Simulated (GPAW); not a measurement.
## Nb in GPAW: convergence with plane-wave cutoff (eV)

Input of the first run (plane-wave cutoff (eV) 200); the others differ in this setting and in those tied to it:

Contents of run.py:

```python
from ase import Atoms
from ase.dft.bandgap import bandgap
from ase.io import write
from ase.units import GPa
from gpaw import GPAW, PW, setup_paths

setup_paths.insert(0, '.')

atoms = Atoms(['Nb'],
              cell=[[-1.66395, 1.66395, 1.66395],
                    [1.66395, -1.66395, 1.66395],
                    [1.66395, 1.66395, -1.66395]],
              scaled_positions=[[0.0, 0.0, 0.0]],
              pbc=True)

calc = GPAW(mode=PW(200),
            xc='PBEsol',
            kpts={'size': (11, 11, 11), 'gamma': True},
            occupations={'name': 'fermi-dirac', 'width': 0.05},
            nbands=15,
            convergence={'density': 1e-05, 'energy': 1e-05},
            maxiter=100,
            txt='gpaw.txt')
atoms.calc = calc
energy = atoms.get_potential_energy()
forces = atoms.get_forces()
stress = atoms.get_stress()
calc.write('gs.gpw')
write('result.traj', atoms)
print(f'Energy: {energy:.6f} eV')
print('Forces (eV/A):')
print(forces.round(4))
print('Stress (GPa):', (stress / GPa).round(3))
print('Fermi level:', round(calc.get_fermi_level(), 4), 'eV')
print(f'Gap: {bandgap(calc)[0]:.4f} eV, direct: {bandgap(calc, direct=True)[0]:.4f} eV')
```

Potentials or basis: PAW data sets generated in the run's folder for this functional, pw.

Run with:

```sh
$ gpaw-setup -f PBEsol Nb
$ OMP_NUM_THREADS=1 python run.py
```

Hardware: 1 thread of Arm Neoverse V1, on a shared host.

| plane-wave cutoff (eV) | energy less the tightest run, at zero smearing (meV/atom) | pressure (GPa) | SCF cycles | CPU time (s) | peak memory (GiB) |
| --- | --- | --- | --- | --- | --- |
| 200 | 484.16 | -16.64 | 8 | 7.4 | 0.12 |
| 250 | 217.93 | -14.00 | 8 | 7.9 | 0.12 |
| 300 | 90.34 | -11.36 | 8 | 7.9 | 0.12 |
| 350 | 33.81 | -9.66 | 8 | 9 | 0.12 |
| 400 | 14.46 | -8.90 | 8 | 9.2 | 0.12 |
| 500 | 3.92 | -8.53 | 8 | 10 | 0.13 |
| 600 | 0.95 | -8.45 | 8 | 15 | 0.14 |
| 800 | 0.01 | -8.40 | 8 | 14 | 0.15 |
| 1000 | 0.00 | -8.40 | 8 | 25 | 0.17 |

Against the tightest run, the energy stays within 1 meV/atom from 600 on; the pressure stays within 0.1 GPa from 600 on. The tightest run that finished is the yardstick and may itself not be fully converged.
